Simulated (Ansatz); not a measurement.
# CaO (Fm-3m) at 2 levels of theory

One geometry, relaxed with PBE; plane waves with PAW potentials in Ansatz, scalar-relativistic. No spin polarisation. Gaps are the least over mesh and band path; pressure is positive in compression, and isn't given for hybrids.

```cif
data_structure
_symmetry_space_group_name_H-M 'Fm-3m'
_symmetry_Int_Tables_number 225
_cell_length_a 4.8309
_cell_length_b 4.8309
_cell_length_c 4.8309
_cell_angle_alpha 90.000
_cell_angle_beta 90.000
_cell_angle_gamma 90.000
_cell_volume 112.74
loop_
_atom_site_label
_atom_site_type_symbol
_atom_site_symmetry_multiplicity
_atom_site_Wyckoff_symbol
_atom_site_fract_x
_atom_site_fract_y
_atom_site_fract_z
_atom_site_occupancy
Ca1 Ca 4 b 0.50000 0.00000 0.00000 1
O1 O 4 a 0.00000 0.00000 0.00000 1
```

| level | cutoff (eV) | k mesh | gap (eV) | pressure (GPa) |
| --- | --- | --- | --- | --- |
| PBE | 420 | 8×8×8 | 3.66 | 0.0 |

Task: What comes out on the same cell with HSE06?

Result:
| level | cutoff (eV) | k mesh | gap (eV) | pressure (GPa) |
| --- | --- | --- | --- | --- |
| HSE06 | 420 | 6×6×6 | 5.31 | - |

The cell was reached from a generator's guess, though it ends in a space group that the Crystallography Open Database lists for this formula.
